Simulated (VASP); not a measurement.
**TaS2: band structure with RPBE+D3(BJ)**

TaS2:

```
CELL_PARAMETERS angstrom
3.35000 0.00000 0.00000
-1.67500 2.90119 0.00000
0.00000 0.00000 5.86000
ATOMIC_POSITIONS crystal
Ta 0.00000 0.00000 0.00000
S 0.66667 0.33333 0.75000
S 0.33333 0.66667 0.25000
```

* Program: VASP 6.6.1
* Task: band structure
* Functional: RPBE
* Dispersion: D3(BJ)
* Potentials or basis: VASP PAW PBE potentials, release 54 (Ta, S)
* Cutoff: 500 eV
* k mesh: 7 × 7 × 4
* Occupations: fermi-dirac, width 0.02 eV
* Spin: spin-orbit coupling, no magnetisation
* Further INCAR settings: ALGO = Normal; EDIFF = 1e-06; NBANDS = 30

```json
{"Pressure": "-7.2 GPa", "Largest force": "0.836 eV/Å", "Valence electrons inside the program's atomic spheres": "Ta 4.91; S 3.78", "Dispersion energy per atom": "-2.058 eV"}
```

Forces on the atoms (eV/Å):
```
Ta   0.000  0.000  0.000
S    0.000  0.000 -0.836
S    0.000  0.000  0.836
```

Stress tensor (GPa, compression positive):
```
-11.11   0.00   0.00
  0.00 -11.11   0.00
  0.00   0.00   0.74
```

Wall time 5.2 min on 1 thread of AMD EPYC 7R43 64-Core Processor (Zen 3) (shared host), peak memory 0.3 GiB.

Caveat: the PAW data sets were made with another functional, which shifts forces and pressure a little.
